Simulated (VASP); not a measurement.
A run of VASP 6.6.1:

The input INCAR:

```
SYSTEM = EuO
ALGO = Normal ; AMIX = 0.2
AMIX_MAG = 0.8 ; BMIX = 1E-4
BMIX_MAG = 1E-4 ; EDIFF = 1E-6
ENCUT = 520 ; GGA = PE
ISIF = 2 ; ISMEAR = 0
ISPIN = 2 ; LASPH = .TRUE.
LCHARG = .FALSE. ; LDAU = .TRUE.
LDAUJ = 0 0 ; LDAUL = 3 -1
LDAUPRINT = 1 ; LDAUTYPE = 2
LDAUU = 6 0 ; LMAXMIX = 6
LORBIT = 11 ; LREAL = .FALSE.
LWAVE = .FALSE. ; MAGMOM = 7 0
NBANDS = 22 ; NELM = 150
PREC = Accurate ; SIGMA = 0.03
```

Contents of KPOINTS:

```
k-points
0
G
  10 10 10
  0 0 0
```

The input POSCAR:

```
EuO                                     
1.0
   -0.0000000000      2.5842831160      2.5842831160
    2.5842831160      0.0000000000      2.5842831160
    2.5842831160      2.5842831160     -0.0000000000
  Eu              O             
     1     1
Direct
     0.0000000000000000    0.0000000000000000    0.0000000000000000
     0.5000000000000000    0.5000000000000000    0.5000000000000000
```

The input KPOINTS_OPT:

```
explicit points
101
Reciprocal
 0.0000000000  0.0000000000  0.0000000000 1
 0.0555555556  0.0000000000  0.0555555556 1
 0.1111111111  0.0000000000  0.1111111111 1
 0.1666666667  0.0000000000  0.1666666667 1
 0.2222222222  0.0000000000  0.2222222222 1
 0.2777777778  0.0000000000  0.2777777778 1
 0.3333333333  0.0000000000  0.3333333333 1
 0.3888888889  0.0000000000  0.3888888889 1
 0.4444444444  0.0000000000  0.4444444444 1
 0.5000000000  0.0000000000  0.5000000000 1
 0.5000000000  0.0000000000  0.5000000000 1
 0.5000000000  0.0277777778  0.5277777778 1
 0.5000000000  0.0555555556  0.5555555556 1
 0.5000000000  0.0833333333  0.5833333333 1
 0.5000000000  0.1111111111  0.6111111111 1
 0.5000000000  0.1388888889  0.6388888889 1
 0.5000000000  0.1666666667  0.6666666667 1
 0.5000000000  0.1944444444  0.6944444444 1
 0.5000000000  0.2222222222  0.7222222222 1
 0.5000000000  0.2500000000  0.7500000000 1
 0.5000000000  0.2500000000  0.7500000000 1
 0.4861111111  0.2638888889  0.7500000000 1
 0.4722222222  0.2777777778  0.7500000000 1
 0.4583333333  0.2916666667  0.7500000000 1
 0.4444444444  0.3055555556  0.7500000000 1
 0.4305555556  0.3194444444  0.7500000000 1
 0.4166666667  0.3333333333  0.7500000000 1
 0.4027777778  0.3472222222  0.7500000000 1
 0.3888888889  0.3611111111  0.7500000000 1
 0.3750000000  0.3750000000  0.7500000000 1
 0.3750000000  0.3750000000  0.7500000000 1
 0.3333333333  0.3333333333  0.6666666667 1
 0.2916666667  0.2916666667  0.5833333333 1
 0.2500000000  0.2500000000  0.5000000000 1
 0.2083333333  0.2083333333  0.4166666667 1
 0.1666666667  0.1666666667  0.3333333333 1
 0.1250000000  0.1250000000  0.2500000000 1
 0.0833333333  0.0833333333  0.1666666667 1
 0.0416666667  0.0416666667  0.0833333333 1
 0.0000000000  0.0000000000  0.0000000000 1
 0.0000000000  0.0000000000  0.0000000000 1
 0.0555555556  0.0555555556  0.0555555556 1
 0.1111111111  0.1111111111  0.1111111111 1
 0.1666666667  0.1666666667  0.1666666667 1
 0.2222222222  0.2222222222  0.2222222222 1
 0.2777777778  0.2777777778  0.2777777778 1
 0.3333333333  0.3333333333  0.3333333333 1
 0.3888888889  0.3888888889  0.3888888889 1
 0.4444444444  0.4444444444  0.4444444444 1
 0.5000000000  0.5000000000  0.5000000000 1
 0.5000000000  0.5000000000  0.5000000000 1
 0.5138888889  0.4722222222  0.5138888889 1
 0.5277777778  0.4444444444  0.5277777778 1
 0.5416666667  0.4166666667  0.5416666667 1
 0.5555555556  0.3888888889  0.5555555556 1
 0.5694444444  0.3611111111  0.5694444444 1
 0.5833333333  0.3333333333  0.5833333333 1
 0.5972222222  0.3055555556  0.5972222222 1
 0.6111111111  0.2777777778  0.6111111111 1
 0.6250000000  0.2500000000  0.6250000000 1
 0.6250000000  0.2500000000  0.6250000000 1
 0.6111111111  0.2500000000  0.6388888889 1
 0.5972222222  0.2500000000  0.6527777778 1
 0.5833333333  0.2500000000  0.6666666667 1
 0.5694444444  0.2500000000  0.6805555556 1
 0.5555555556  0.2500000000  0.6944444444 1
 0.5416666667  0.2500000000  0.7083333333 1
 0.5277777778  0.2500000000  0.7222222222 1
 0.5138888889  0.2500000000  0.7361111111 1
 0.5000000000  0.2500000000  0.7500000000 1
 0.5000000000  0.2500000000  0.7500000000 1
 0.5000000000  0.2777777778  0.7222222222 1
 0.5000000000  0.3055555556  0.6944444444 1
 0.5000000000  0.3333333333  0.6666666667 1
 0.5000000000  0.3611111111  0.6388888889 1
 0.5000000000  0.3888888889  0.6111111111 1
 0.5000000000  0.4166666667  0.5833333333 1
 0.5000000000  0.4444444444  0.5555555556 1
 0.5000000000  0.4722222222  0.5277777778 1
 0.5000000000  0.5000000000  0.5000000000 1
 0.5000000000  0.5000000000  0.5000000000 1
 0.4861111111  0.4861111111  0.5277777778 1
 0.4722222222  0.4722222222  0.5555555556 1
 0.4583333333  0.4583333333  0.5833333333 1
 0.4444444444  0.4444444444  0.6111111111 1
 0.4305555556  0.4305555556  0.6388888889 1
 0.4166666667  0.4166666667  0.6666666667 1
 0.4027777778  0.4027777778  0.6944444444 1
 0.3888888889  0.3888888889  0.7222222222 1
 0.3750000000  0.3750000000  0.7500000000 1
 0.6250000000  0.2500000000  0.6250000000 1
 0.6111111111  0.2222222222  0.6111111111 1
 0.5972222222  0.1944444444  0.5972222222 1
 0.5833333333  0.1666666667  0.5833333333 1
 0.5694444444  0.1388888889  0.5694444444 1
 0.5555555556  0.1111111111  0.5555555556 1
 0.5416666667  0.0833333333  0.5416666667 1
 0.5277777778  0.0555555556  0.5277777778 1
 0.5138888889  0.0277777778  0.5138888889 1
 0.5000000000  0.0000000000  0.5000000000 1
 0.0000000000  0.0000000000  0.0000000000 1
```

Potentials or basis: VASP PAW PBE potentials, release 64 (Eu, O).

The run is started by

```sh
$ cat potpaw_PBE.64/Eu/POTCAR potpaw_PBE.64/O/POTCAR > POTCAR
$ mpirun -np 1 vasp_std > vasp.out
```

Hardware: 1 thread of Intel(R) Xeon(R) Platinum 8488C (Sapphire Rapids) (shared host).

Q: Estimate the wall time of this run.

A: Run time: 2.3 min on 1 thread of Intel(R) Xeon(R) Platinum 8488C (Sapphire Rapids), on a shared host, peak memory 0.26 GiB. Counts: scf iterations 49, k points 47.
